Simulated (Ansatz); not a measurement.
**TiO2: do energies and stresses tell the same story?**

Level of theory: DFT r2SCAN, scalar-relativistic, plane waves, PAW in Ansatz 0.2.0.

Settings: cutoff 500 eV, Γ-centred mesh 8×8×6 on the computed 6-atom cell, Gaussian smearing of 0.02 eV; no spin polarisation.

Relaxed cell: I4_1/amd, a = 3.778 Å, b = 3.778 Å, c = 9.584 Å, α = 90.00°, β = 90.00°, γ = 90.00°, 6 atoms in the primitive cell.

Energies at zero smearing and pressures from the stress tensor, at volumes with shape and atoms relaxed:
| V (Å³/atom) | E − E(first) (meV/atom) | P (GPa) |
| --- | --- | --- |
| 10.714 | 0.00 | 12.60 |
| 11.056 | -19.73 | 6.00 |
| 11.398 | -26.05 | 0.01 |
| 11.740 | -20.20 | -5.39 |
| 12.082 | -3.49 | -10.17 |

**Question.** Check P = −dE/dV between neighbouring volumes, and get the bulk modulus from the pressures alone.

**Answer.** With 1 eV/Å³ = 160.2 GPa:
```tsv
middle V (Å³/atom)	−ΔE/ΔV (GPa)	mean P (GPa)
10.885	9.246	9.299
11.227	2.958	3.008
11.569	-2.738	-2.686
11.911	-7.833	-7.777
```

The two differ by 0.06 GPa at most. The mean of two end pressures misses the average over a step by about ΔV² P″/12, up to 0.05 GPa here; with that taken off 0.00 GPa remains. Around V = 11.398 Å³/atom, the two neighbours give B = −V ΔP/ΔV = 11.398 × 11.39 / 0.684 = 189.8 GPa, against B0 = 189.1 GPa from the Birch–Murnaghan fit of the energies.

A ferromagnetic start lost its moments in a first run, so spin was left out; other magnetic orders weren't tried.